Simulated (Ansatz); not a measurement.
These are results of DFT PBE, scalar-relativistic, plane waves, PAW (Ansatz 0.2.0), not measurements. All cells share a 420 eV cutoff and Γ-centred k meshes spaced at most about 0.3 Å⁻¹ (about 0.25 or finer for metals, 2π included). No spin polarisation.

These are static total energies at zero pressure.

Two relaxed structures of Zr₄B:

1.

```
CELL_PARAMETERS angstrom
-2.95310 2.95310 2.95310
2.95310 -2.95310 2.95310
2.95310 2.95310 -2.95310
ATOMIC_POSITIONS crystal
Zr 0.50000 0.50000 0.50000
Zr 0.00000 0.00000 0.50000
Zr 0.00000 0.50000 0.00000
Zr 0.50000 0.00000 0.00000
B 0.00000 0.00000 0.00000
```

2.

```
CELL_PARAMETERS angstrom
3.36711 0.00000 0.00000
-1.68355 2.91600 0.00000
0.00000 0.00000 10.49746
ATOMIC_POSITIONS crystal
Zr 0.33333 0.66667 0.87237
Zr 0.33333 0.66667 0.38488
Zr 0.66667 0.33333 0.12763
Zr 0.66667 0.33333 0.61512
B 0.00000 0.00000 0.00000
```

**Question.** Which would you expect to be lower, and how large is the difference?

**Answer.** Cell 2 is lower, by 0.45 eV/atom. Cell 1 has space group Im-3m (No. 229), 20.6 Å³/atom and no gap on its mesh; cell 2 has space group P-3m1 (No. 164), 20.6 Å³/atom and no gap. Counting Zr atoms around B (those within 1.25 times the shortest such distance or 1.15 times the sum of covalent radii), cell 1 has B 8 and cell 2 has B 6. In cell 1, around Zr lie 2 B at 2.56 Å and 6 Zr at 2.95 Å; around B lie 8 Zr at 2.56 Å. In cell 2, Zr on its first site is surrounded by 3 B at 2.36 Å and 12 Zr at 3.31–3.37 Å; Zr on its second site is surrounded by 3 Zr at 3.10 Å and 9 Zr at 3.33–3.37 Å; around B lie 6 Zr at 2.36 Å. Both come from invented guesses. Shaken at random and relaxed again, cell 2 came back.

Cells without such a test can be saddle points.
